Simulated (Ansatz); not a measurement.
Runs of Ansatz 0.2.0 on CoO. Symmetry: R3m, No. 160, trigonal system. Conventional cell: a = 3.204 Å, b = 3.204 Å, c = 7.699 Å, α = 90.00°, β = 90.00°, γ = 120.00°. Around Co (site symmetry 3m) lie 4 O at 1.91 to 1.96 Å. O (site symmetry 3m) is surrounded by 4 Co at 1.91 to 1.96 Å. Measurements of this composition are mostly on another form, of space group No. 225.

| task | level | cutoff (eV) | q mesh | points for each segment of the path | atoms under strain | gap on the mesh (eV) | pressure (GPa) | moment (μB) |
| --- | --- | --- | --- | --- | --- | --- | --- | --- |
| phonons | PBEsol | 420 | 2 × 2 × 2 | 8 | - | none | - | 2.79 |
| band structure | LDA | 420 | - | 14 | - | none | -15.8 | (a) |
| band structure | r2SCAN | 500 | - | 14 | - | 0.10 | 4.1 | 2.99 |
| elastic constants | PBEsol | 420 | - | - | relaxed | none | (b) | 2.81 |

Alike in all rows: potentials or basis Ansatz PAW; spin collinear, ferromagnetic start; cell as given; k mesh 10 × 10 × 10; smearing fermi-dirac 0.05 eV.

Q: Estimate the missing entries.

A: (a) 2.64; (b) -8.1.

Caveats: a cell with one magnetic atom can't hold antiferromagnetic order, which such compounds often take; the PAW data sets come from PBE, with cores solved anew for the run's functional, which leaves a small shift of forces and pressure; semilocal functionals often make such compounds metallic where correlation or magnetic order opens a gap, which also shifts bond lengths (some runs); the magnetic or orbital state may not be the lowest (some runs); the cell is more than 3 GPa from zero pressure, which shifts response properties (some runs); the elastic tensor has a negative eigenvalue, so either the cell is unstable as it stands or the mesh is too thin (some runs).

A gap of «none» marks a metal or a gap under the smearing width.
